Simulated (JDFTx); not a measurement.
# GaP: equation of state with LDA

**Measured values to compare with.**

From “Phosphorous dimerization in GaP at high pressure”, 2017, arxiv:1709.06667, for a bulk crystal of GaP: bulk modulus 87.5 ± 0.6 GPa.

GaP:

```xyz
2
Lattice="0.0000 2.7252 2.7252 2.7252 0.0000 2.7252 2.7252 2.7252 0.0000" Properties=species:S:1:pos:R:3 pbc="T T T"
Ga    0.0000    0.0000    0.0000
P     4.0879    4.0879    4.0879
```

* Program: JDFTx 1.7.0 (patched build)
* Task: equation of state
* Functional: LDA
* Potentials or basis: PseudoDojo-SR-LDA-0.4.1-standard
* Cutoff: 1088 eV
* Density cutoff: 8708 eV
* k mesh: 8 × 8 × 8
* Occupations: fermi-dirac, width 0.05 eV
* Spin: no spin polarisation

```json
{
  "Equilibrium volume": "19.55 Å³/atom",
  "Bulk modulus": "90 GPa",
  "Pressure derivative of the bulk modulus": "4.5"
}
```

Energy against volume, from the lowest point:
| volume (Å³/atom) | energy (meV/atom) |
| --- | --- |
| 19.026 | 3.90 |
| 19.431 | 0.00 |
| 19.836 | 0.97 |
| 20.240 | 6.30 |
| 20.645 | 15.51 |
| 21.050 | 28.19 |
| 21.455 | 43.95 |

Against the measured bulk modulus of GaP, 87.5 GPa (“Phosphorous dimerization in GaP at high pressure”, 2017, arxiv:1709.06667), the calculated 90 GPa is off by +3.0 %. The fit is for a static lattice scaled at fixed shape and fixed fractional positions.

LDA usually gives volumes a few per cent too small.
